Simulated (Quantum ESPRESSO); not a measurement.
## Ti under changes of volume

One of the cells (17.676 Å³/atom); the others are scaled copies at fixed shape and fractional positions:

```xyz
1
Lattice="-1.6410 1.6410 1.6410 1.6410 -1.6410 1.6410 1.6410 1.6410 -1.6410" Properties=species:S:1:pos:R:3 pbc="T T T"
Ti    0.0000    0.0000    0.0000
```

This isn't the form of Ti at room conditions, which is hcp.

- Program: Quantum ESPRESSO 7.5
- Functional: PBE
- Dispersion: D3(BJ)
- Potentials or basis: PseudoDojo 0.4.1 SR PBE standard
- Cutoff: 1143 eV
- Density cutoff: 4572 eV
- k mesh: 11 × 11 × 11
- Occupations: fermi-dirac, width 0.05 eV
- Spin: no spin polarisation

| volume (Å³/atom) | energy over the lowest point (meV/atom) | pressure (GPa) |
| --- | --- | --- |
| 16.616 | 0.00 | -0.9 |
| 16.969 | 5.03 | -3.2 |
| 17.323 | ? | ? |
| 17.676 | 28.71 | -7.0 |
| 18.030 | 46.48 | -8.7 |
| 18.383 | 67.71 | -10.2 |
| 18.737 | 92.14 | -11.6 |

Problem. What does the run at 17.323 Å³/atom give?

Solution. Energy over the lowest point 14.77 meV/atom; pressure -5.2 GPa.

Worked out: A Birch-Murnaghan fit of order 3 (a polynomial in V^(-2/3)) to the other rows has its minimum at 16.44 Å³/atom, just outside them, with B0 = V·E''(V) = 114 GPa and B' = 3.6. It gives 14.77 meV/atom at 17.323 Å³/atom, against the run's 14.77, and -dE/dV = -5.4 GPa, against -5.2.

Energies are extrapolated to zero smearing.

Caveats: pairwise dispersion overbinds metals, which lowers pressure and volume.
